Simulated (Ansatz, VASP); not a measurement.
This is a calculation of W for Ansatz 0.2.0.

The input input.yaml:

```yaml
crystal:
  lattice:
    - [-1.582345, 1.582345, 1.582345]
    - [1.582345, -1.582345, 1.582345]
    - [1.582345, 1.582345, -1.582345]
  atoms:
    - { symbol: W, position: [0.0, 0.0, 0.0] }
hamiltonian:
  xc: blyp
  pseudopotentials: { kind: paw }
  dispersion: d3bj
kpoints:
  mp_grid: { grid: [12, 12, 12] }
scf:
  occupations: { method: fermi_dirac, width: 0.05 }
output:
  forces: true
  stress: true
relax:
  f_tol: 0.01
  max_steps: 40
  cell: { stress_tol: 0.05 }
```

Potentials or basis: Ansatz PAW.

The run is started by

```sh
$ ansatz run input.yaml --threads 2 --pin off --max-ram 5632MiB --backend cpu --events-out ev --progress --plain --runs-dir out
```

Problem. Translate it to VASP 6.6.1. Potentials there: VASP PAW PBE potentials, release 64 (W_sv).

Solution. As run (the cutoff follows the program's own potentials):

Contents of INCAR:

```
PREC = Accurate ; ENCUT = 600
EDIFF = 1E-7 ; ISMEAR = -1
SIGMA = 0.05 ; LREAL = F
LASPH = T ; NELM = 80
ALGO = Fast ; ISIF = 3
LWAVE = F ; LCHARG = F
GGA = B5 ; ALDAX = 1.0
AGGAX = 1.0 ; AGGAC = 1.0
ALDAC = 0.0 ; IVDW = 12
VDW_S6 = 1.0 ; VDW_S8 = 2.6996
VDW_A1 = 0.4298 ; VDW_A2 = 4.2359
IBRION = 2 ; NSW = 60
EDIFFG = -0.01
```

File KPOINTS:

```
regular mesh
0
Gamma
  12 12 12
```

POSCAR

```
W
1.0
   -1.5823450000      1.5823450000      1.5823450000
    1.5823450000     -1.5823450000      1.5823450000
    1.5823450000      1.5823450000     -1.5823450000
W
1
Direct
    0.0000000000      0.0000000000      0.0000000000
```

Potentials or basis: VASP PAW PBE potentials, release 64 (W_sv).

The run is started by

```console
$ cat potpaw_PBE.64/W_sv/POTCAR > POTCAR
$ mpirun -np 1 vasp_std > vasp.out
```

Both were run:

|  | VASP | Ansatz | Ansatz less VASP |
| --- | --- | --- | --- |
| relaxed volume (Å³/atom) | 15.82 | 15.72 | -0.099 |
| relaxed cell length with the largest relative difference (Å) | 2.739 | 2.733 | -0.0057 |
| energy change over the relaxation (meV/atom) | 0 | -1 | -1.0 |

Caveats: the PAW data sets were made with another functional, which shifts forces and pressure a little (VASP); pairwise dispersion overbinds metals, which lowers pressure and volume (VASP); the plane-wave basis is chosen anew once the cell has moved, so the energies of steps on either side of that aren't comparable (Ansatz); the PAW data sets come from PBE, with cores solved anew for the run's functional, which leaves a small shift of forces and pressure (Ansatz). The runs have no spin-orbit coupling, so splittings on W are missing.
